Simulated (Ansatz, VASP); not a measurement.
## Two plane-wave programs on Pb

POSCAR

```
Pb
1.0
    0.0000000000      2.5235621278      2.5235621278
    2.5235621278      0.0000000000      2.5235621278
    2.5235621278      2.5235621278      0.0000000000
Pb
1
Direct
    0.0000000000      0.0000000000      0.0000000000
```

INCAR.step1

```
SYSTEM = Pb
PREC = Accurate
ENCUT = 520
ISMEAR = -1
SIGMA = 0.05
LREAL = .FALSE.
LASPH = .TRUE.
NELM = 150
MAGMOM = 0 0 0
LSORBIT = .TRUE.
GGA_COMPAT = .FALSE.
NBANDS = 25
GGA = PE
ALGO = Normal
EDIFF = 1E-4
LWAVE = .TRUE.
LCHARG = .FALSE.
```

File INCAR.step2:

```
SYSTEM = Pb
PREC = Accurate
ENCUT = 520
EDIFF = 1E-6
ISMEAR = -1
SIGMA = 0.05
LREAL = .FALSE.
LASPH = .TRUE.
NELM = 150
ALGO = Normal
ISIF = 2
LWAVE = .FALSE.
LCHARG = .FALSE.
MAGMOM = 0 0 0
LORBIT = 11
LSORBIT = .TRUE.
GGA_COMPAT = .FALSE.
LORBMOM = .TRUE.
METAGGA = R2SCAN
LMIXTAU = .TRUE.
NBANDS = 25
ISTART = 1
```

The input KPOINTS:

```
Automatic mesh
0
G
  9 9 9
  0 0 0
```

Contents of input.yaml:

```yaml
crystal:
  lattice:
    - [0.0, 2.5235621278, 2.5235621278]
    - [2.5235621278, 0.0, 2.5235621278]
    - [2.5235621278, 2.5235621278, 0.0]
  atoms:
    - { symbol: Pb, position: [0.0, 0.0, 0.0] }
hamiltonian:
  xc: r2scan
  pseudopotentials: { kind: paw_fr }
magnetization:
  noncollinear: true
  spin_orbit: true
kpoints:
  mp_grid: { grid: [9, 9, 9] }
scf:
  occupations: { method: fermi_dirac, width: 0.05 }
output:
  forces: true
  stress: true
  eigenvalues: true
```

Alike in both runs: task single point; functional r2SCAN; k mesh 9 × 9 × 9; occupations fermi-dirac, width 0.05 eV; non-collinear spin, spin-orbit coupling.

|  | VASP | Ansatz |
| --- | --- | --- |
| version | VASP 6.6.1 | Ansatz 0.2.0 |
| potentials or method | VASP PAW PBE potentials, release 64 (Pb_d) | Ansatz PAW |
| plane-wave cutoff (eV) | 520 | 500 |
| valence electrons in the cell | 14 | 14 |

```tsv
	VASP	Ansatz	Ansatz less VASP
gap on the k mesh at the Fermi level (eV)	none	none	-
pressure (GPa)	-1.3	-1.4	-0.06
net moment per atom (μB)	0.00	0.00	0.000
```

A gap of «none» marks a metal or a gap that the smearing closes.

Caveats: the PAW data sets were made with another functional, which shifts forces and pressure a little (VASP); the PAW data sets come from PBE, with cores solved anew for the run's functional, which leaves a small shift of forces and pressure (Ansatz).
